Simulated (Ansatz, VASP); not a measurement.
TaN in VASP and in Ansatz

INCAR

```
  PREC = Accurate
  ENCUT = 520
  EDIFF = 1E-7
  ISMEAR = -1
  SIGMA = 0.05
  LREAL = F
  LASPH = T
  NELM = 80
  ALGO = Normal
  ISIF = 2
  LWAVE = F
  LCHARG = F
  GGA = PE
  NBANDS = 24
```

Contents of KPOINTS:

```
Automatic mesh
0
Gamma
  10 10 5
```

POSCAR

```
TaN
1.0
    2.8822817621      0.0000000000      0.0000000000
   -1.4411408811      2.4961292269      0.0000000000
    0.0000000000      0.0000000000      5.8365522924
Ta N
2 2
Direct
    0.0000000000      0.0000000000      0.5000000000
    0.0000000000      0.0000000000      0.0000000000
    0.3333333333      0.6666666667      0.2500000000
    0.6666666667      0.3333333333      0.7500000000
```

Contents of input.yaml:

```yaml
crystal:
  lattice:
    - [2.8822817621, 0.0, 0.0]
    - [-1.4411408811, 2.4961292269, 0.0]
    - [0.0, 0.0, 5.8365522924]
  atoms:
    - { symbol: Ta, position: [0.0, 0.0, 0.5] }
    - { symbol: Ta, position: [0.0, 0.0, 0.0] }
    - { symbol: "N", position: [0.3333333333, 0.6666666667, 0.25] }
    - { symbol: "N", position: [0.6666666667, 0.3333333333, 0.75] }
hamiltonian:
  xc: pbe
  pseudopotentials: { kind: paw }
kpoints:
  mp_grid: { grid: [10, 10, 5] }
scf:
  occupations: { method: fermi_dirac, width: 0.05 }
output:
  forces: true
  stress: true
  eigenvalues: true
```

Change from the starting cell: volume scaled by 0.96.

Alike in both runs: task single point; functional PBE; k mesh 10 × 10 × 5; occupations fermi-dirac, width 0.05 eV; no spin polarisation.

|  | VASP | Ansatz |
| --- | --- | --- |
| version | VASP 6.6.1 | Ansatz 0.2.0 |
| potentials or method | VASP PAW PBE potentials, release 64 (Ta_pv, N) | Ansatz PAW |
| plane-wave cutoff (eV) | 520 | 420 |
| valence electrons in the cell | 32 | 36 |

Ansatz gave:

```
gap on the k mesh at the Fermi level (eV)       : none
pressure (GPa)                                  : 13.4
largest component of the traceless stress (GPa) : 1.47
```

Task: Which values does VASP return?

Result: gap on the k mesh at the Fermi level (eV): none; pressure (GPa): 14.2; largest component of the traceless stress (GPa): 1.52.

A gap of «none» marks a metal or a gap that the smearing closes. The functional is the same, so the differences come from potentials, cutoffs and numerics. The two sets of potentials don't hold the same shells in valence.

Caveats: the pressure holds a Pulay correction of +0.5 GPa for the finite cutoff (Ansatz). The runs have no spin-orbit coupling, so splittings on Ta are missing.
